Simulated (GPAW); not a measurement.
Crystal: PbSe (Clausthalite).

```
Pb Se
1.0
     0.00000    3.06065    3.06065
     3.06065    0.00000    3.06065
     3.06065    3.06065    0.00000
Pb Se
1 1
Direct
  0.00000 0.00000 0.00000
  0.50000 0.50000 0.50000
```

* Program: GPAW 26.7.0
* Task: relaxation of cell and atoms
* Functional: LDA
* Potentials or basis: the program's PAW data sets (release 1.2.1) made for this functional
* Cutoff: 600 eV
* Basis: pw
* k mesh: 8 × 8 × 8
* Occupations: fermi-dirac, width 0.05 eV
* Spin: no spin polarisation

At the start: pressure -2.3 GPa; volume 28.67 Å³/atom.

Q: How do energy, volume and symmetry change on relaxing?

A: Over 3 steps the energy falls by 9.3 meV/atom and the volume is 27.37 Å³/atom (-4.5 %); space group Fm-3m (No. 225, to 0.05 Å).

The path:
```
step  energy change (eV)  largest force (eV/Å)  pressure (GPa)  volume (Å³)
   1              0.0000                0.0000           -2.32        57.34
   2             -0.0066                0.0000           -1.89        56.83
   3             -0.0185                0.0000            0.10        54.75
```

Final structure:
```cif
data_structure
_symmetry_space_group_name_H-M 'P 1'
_symmetry_Int_Tables_number 1
_cell_length_a 4.2621
_cell_length_b 4.2621
_cell_length_c 4.2621
_cell_angle_alpha 60.000
_cell_angle_beta 60.000
_cell_angle_gamma 60.000
_cell_volume 54.75
loop_
_atom_site_label
_atom_site_type_symbol
_atom_site_fract_x
_atom_site_fract_y
_atom_site_fract_z
_atom_site_occupancy
Pb1 Pb 0.00000 0.00000 0.00000 1
Se1 Se 0.50000 0.50000 0.50000 1
```

The cell as given is a measured one (28.67 Å³/atom); LDA puts the equilibrium volume -4.5 % from it, thermal expansion not counted.

Caveat: later steps reuse the first step's grids.
